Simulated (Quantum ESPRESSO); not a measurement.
# AlN and the effect of the share of exact exchange

It takes space group F-43m (No. 216, cubic). Conventional cell: a = 4.368 Å, b = 4.368 Å, c = 4.368 Å, α = 90.00°, β = 90.00°, γ = 90.00°. Around Al (site symmetry -43m) lie 4 N at 1.89 Å. N (site symmetry -43m) has 4 Al at 1.89 Å as nearest neighbours.

Measurements of this composition are mostly on another form, of space group No. 186.

Kept alike: task single point; functional r2SCAN-X; k mesh 4 × 4 × 4; occupations fixed; no spin polarisation. Program: Quantum ESPRESSO, SG15 PBE 1.2, cutoff 1197 eV. The mesh is that of the run's cell of 2 atoms. No spin-orbit coupling.

| share of exact exchange, α | band gap (eV) |
| --- | --- |
| 0.05 | 4.240 |
| 0.1 | 4.593 |
| 0.15 | ? |
| 0.25 | 5.663 |
| 0.35 | 6.386 |
| 0.5 | 7.482 |

The k mesh is coarse, so the values aren't converged. A gap read on the mesh alone can miss an edge between its points. All rows use potentials made for PBE. The mesh is thin for exact exchange.

Q: Fit the rows shown and predict the run at 0.15.

A: A least-squares line through the rows shown is band gap = 7.2011 α + 3.8725 (largest miss 0.0098); at α = 0.15 it gives 4.953 eV. The run gave: band gap 4.948 eV.

The gap widens in every row as the share of exact exchange grows, and almost linearly. In AlN the valence-band top is mainly N 2p, while the conduction-band edge is a more spread-out mix of cation and anion states. Nonlocal exchange pulls the compact occupied states down and pushes the empty ones up, roughly in proportion to α. Near-linearity suggests that the orbitals themselves change little along the series, as expected for a strongly polar closed-shell insulator.

The small departure from the line is systematic: the slope between successive rows rises slightly with α, probably through self-consistent relaxation of the density and orbitals. The run at 0.15 accordingly falls just below the fitted value. The line is therefore a sound guide for interpolation, less so for extrapolation.

The good fit doesn't identify a physically correct α, which depends on how strongly the crystal screens exchange. Nor would matching the measured gap of the wurtzite form settle it, since that gap is direct whereas the zincblende one is known to be indirect.
